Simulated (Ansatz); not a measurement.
This run works on a generated trial structure, not on a known crystal.

Input and command of a plane-wave DFT calculation in Ansatz:

```yaml
crystal:
  lattice:
    - [7.43853528, 0.0, 0.0]
    - [-3.71926764, 6.44196052, 0.0]
    - [0.0, 0.0, 5.2519982]
  atoms:
    - { symbol: Sn, position: [0.33333333, 0.66666667, 0.75] }
    - { symbol: Sn, position: [0.66666667, 0.33333333, 0.25] }
    - { symbol: Te, position: [0.14215505, 0.2843101, 0.25] }
    - { symbol: Te, position: [0.7156899, 0.85784495, 0.25] }
    - { symbol: Te, position: [0.14215505, 0.85784495, 0.25] }
    - { symbol: Te, position: [0.85784495, 0.7156899, 0.75] }
    - { symbol: Te, position: [0.2843101, 0.14215505, 0.75] }
    - { symbol: Te, position: [0.85784495, 0.14215505, 0.75] }
basis:
  ecutwfc: 420
kpoints:
  mp_grid: { grid: [3, 3, 3] }
hamiltonian:
  xc: pbe
scf:
  occupations: { method: gaussian, width: 0.2 }
  lower_state_search: "off"
output:
  forces: true
  stress: true
  eigenvalues: true
relax:
  adjacent_minimum: "off"
  f_tol: 0.08
  max_steps: 16
  cell: { stress_tol: 0.8 }
```

```bash
ansatz run input.yaml --threads 1 --pin off --max-ram 2560MiB --backend cpu --events-out ev --progress --plain --runs-dir out
```

Processor: Intel(R) Xeon(R) 6975P-C (Granite Rapids), 1 thread, on a host shared with other jobs.

Estimate time, memory and problem size.

About 71 s, peak memory 0.56 GiB. It solves 75 bands at 6 k points (after reduction by symmetry) with about 4929 plane waves (on the last cell), in 70 SCF iterations over 11 ionic steps.
